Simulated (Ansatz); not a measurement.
# Au (Gold): the cost of one run

Computed with Ansatz 0.2.0 (DFT PBE, scalar-relativistic, plane waves, PAW, unless a step's input says otherwise).

The COD entry's cell or inner coordinates are ideal or old and differ from later refinements, so a difference from it is no clean test against experiment.

2 further runs of the same task are left out: 2 set aside as unsound or not needed.

## 1. The system as given

The structure is cubic, space group Fm-3m (No. 225). Conventional cell: a = 4.158 Å, b = 4.158 Å, c = 4.158 Å, α = 90.00°, β = 90.00°, γ = 90.00°. Au (site symmetry m-3m) is surrounded by 12 Au at 2.94 Å.

Structure file:

```
Au
1.0
     0.00000    2.07906    2.07906
     2.07906    0.00000    2.07906
     2.07906    2.07906    0.00000
Au
1
Direct
  0.00000 0.00000 0.00000
```

It is the result of an earlier relaxation at this level (volume 17.97 Å³/atom; gap on the mesh: none (metal)).

The bulk reference comes from a run made before at the same settings: -13149.3241 eV/atom.

## 2. The (111) slab

Miller indices refer to the conventional cell of the relaxed bulk, Fm-3m (No. 225): a = 4.158 Å, b = 4.158 Å, c = 4.158 Å, α = 90.00°, β = 90.00°, γ = 90.00°.

The slab is a (111) slab, 12.0 Å thick as cut, with 15 Å of vacuum; its outer planes are Au (top) and Au (bottom).

The slab as cut. Its planes from the bottom up:

| plane | atoms per cell | height over the lowest (Å) |
| --- | --- | --- |
| 1 | Au | 0.00 |
| 2 | Au | 2.40 |
| 3 | Au | 4.80 |
| 4 | Au | 7.20 |
| 5 | Au | 9.60 |
| 6 | Au | 12.00 |

## 3. The slab as cut, atoms at the bulk's places

The cell repeats along c, and a dipole correction in the vacuum removes the field between the copies.

Input file input.yaml:

```yaml
crystal:
  lattice:
    - [2.9402300936, 0.0, 0.0]
    - [-1.4701150468, 2.546313954, 0.0]
    - [0.0, 0.0, 27.0034390929]
  atoms:
    - { symbol: Au, position: [0.6666666667, 0.3333333333, 0.2777424007] }
    - { symbol: Au, position: [0.3333333333, 0.6666666667, 0.3666454404] }
    - { symbol: Au, position: [0.0, 0.0, 0.4555484801] }
    - { symbol: Au, position: [0.6666666667, 0.3333333333, 0.5444515199] }
    - { symbol: Au, position: [0.3333333333, 0.6666666667, 0.6333545596] }
    - { symbol: Au, position: [0.0, 0.0, 0.7222575993] }
basis:
  ecutwfc: 420
kpoints:
  mp_grid: { grid: [12, 12, 1] }
hamiltonian:
  xc: pbe
scf:
  occupations: { method: gaussian, width: 0.1 }
output:
  forces: true
  stress: true
  eigenvalues: true
  write_density: true
  write_potential: true
  elf: true
  volumetric_format: npy
efield:
  axis: 3
  dipole_correction: true
```

The run is started by

```bash
> ansatz run input.yaml --threads 1 --pin off --max-ram 2560MiB --backend cpu --events-out ev --progress --plain --runs-dir out
```

Q: Estimate wall time and peak memory on 1 thread of AMD EPYC 9R45 (Zen 5), shared host.

About 13 s, with a peak of 0.56 GiB.
